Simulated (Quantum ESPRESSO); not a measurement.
A calculation with Quantum ESPRESSO 7.5 of MoS2 (ASE script, structure typed inline):

The input run.py:

```python
import numpy as np
from ase.calculators.espresso import Espresso, EspressoProfile
from ase import Atoms

atoms = Atoms(['Mo', 'S', 'S'],
              cell=[[3.2274645616, 0.0, 0.0], [-1.6137322808, 2.7950663001, 0.0], [0.0, 0.0, 6.31247342]],
              scaled_positions=[[0.0, 0.0, 0.5], [0.6666666667, 0.3333333333, 0.74468068], [0.3333333333, 0.6666666667, 0.25531932]],
              pbc=True)

input_data = {
    'control': {'calculation': 'scf', 'prefix': 'pwscf', 'outdir': './tmp', 'tprnfor': True, 'tstress': True, 'disk_io': 'nowf'},
    'system': {'ecutwfc': 45.0, 'ecutrho': 360.0, 'nbnd': 20, 'occupations': 'smearing', 'smearing': 'fd', 'degauss': 0.00367493},
    'electrons': {'conv_thr': 6e-10, 'electron_maxstep': 120, 'mixing_beta': 0.5},
}
pseudopotentials = {'S': 's_pbesol_v1.4.uspp.F.UPF', 'Mo': 'mo_pbesol_v1.uspp.F.UPF'}
profile = EspressoProfile(command='mpirun -n 2 pw.x -nk 2', pseudo_dir='pseudo')
dft = Espresso(profile=profile, input_data=input_data, pseudopotentials=pseudopotentials, kpts=(9, 9, 4), koffset=(0, 0, 0))
atoms.calc = dft

print(f'energy {atoms.get_potential_energy():.8f} eV')
print('forces (eV/A)')
print(np.round(atoms.get_forces(), 6))
print('stress (eV/A^3, Voigt)')
print(np.round(atoms.get_stress(), 8))
print(f'Fermi level {dft.get_fermi_level():.4f} eV')
```

Potentials or basis: GBRV 1.5 PBEsol.

The run is started by

```sh
$ OMP_NUM_THREADS=1 python run.py
```

Measurements of this composition are mostly on another form, of space group No. 194.

**Question.** Write the same calculation in another form: native input, structure typed inline.

**Answer.** As run:

The input pw.in:

```
&CONTROL
  calculation = 'scf'
  prefix = 'pwscf'
  outdir = './tmp'
  pseudo_dir = './pseudo'
  tprnfor = .true.
  tstress = .true.
  disk_io = 'low'
/
&SYSTEM
  ibrav = 0
  celldm(1) = 8
  nat = 3
  ntyp = 2
  ecutwfc = 45
  ecutrho = 360
  nbnd = 20
  occupations = 'smearing'
  smearing = 'fd'
  degauss = 0.00367493
/
&ELECTRONS
  conv_thr = 6d-10
  electron_maxstep = 120
  mixing_beta = 0.5
/
ATOMIC_SPECIES
Mo    95.9500 mo_pbesol_v1.uspp.F.UPF
S     32.0600 s_pbesol_v1.4.uspp.F.UPF
CELL_PARAMETERS alat
  0.7623780122949   0.0000000000000   0.0000000000000
 -0.3811890061475   0.6602387259200   0.0000000000000
  0.0000000000000   0.0000000000000   1.4911057415975
ATOMIC_POSITIONS crystal
Mo     0.0000000000    0.0000000000    0.5000000000
S      0.6666666667    0.3333333333    0.7446806800
S      0.3333333333    0.6666666667    0.2553193200
K_POINTS automatic
9 9 4 0 0 0
```

pp_density.in

```
&INPUTPP
  prefix = 'pwscf'
  outdir = './tmp'
  filplot = 'density.dat'
  plot_num = 0
/
&PLOT
  nfile = 1
  filepp(1) = 'density.dat'
  iflag = 3
  output_format = 6
  fileout = 'density.cube'
/
```

Contents of pp_potential.in:

```
&INPUTPP
  prefix = 'pwscf'
  outdir = './tmp'
  filplot = 'potential.dat'
  plot_num = 11
/
&PLOT
  nfile = 1
  filepp(1) = 'potential.dat'
  iflag = 3
  output_format = 6
  fileout = 'potential.cube'
/
```

Potentials or basis: GBRV 1.5 PBEsol.

Run with:

```bash
$ OMP_NUM_THREADS=1 mpirun -n 2 pw.x -nk 2 -in pw.in > pw.out
$ OMP_NUM_THREADS=1 mpirun -n 1 pp.x -in pp_density.in > pp_density.out
$ OMP_NUM_THREADS=1 mpirun -n 1 pp.x -in pp_potential.in > pp_potential.out
```

Both were run:

|  | ASE script, structure typed inline | native input, structure typed inline |
| --- | --- | --- |
| Pressure | -3.7 GPa | -3.7 GPa |
| Largest force | 0.003 eV/Å | 0.003 eV/Å |
| Band gap on the k mesh | none (metal or under the smearing width) | none (metal or under the smearing width) |

Keys that steer only the numerical path or the files written may differ.

Caveat: this functional lacks dispersion, which binds the layers, so the pressure and a relaxed spacing across them are unreliable.
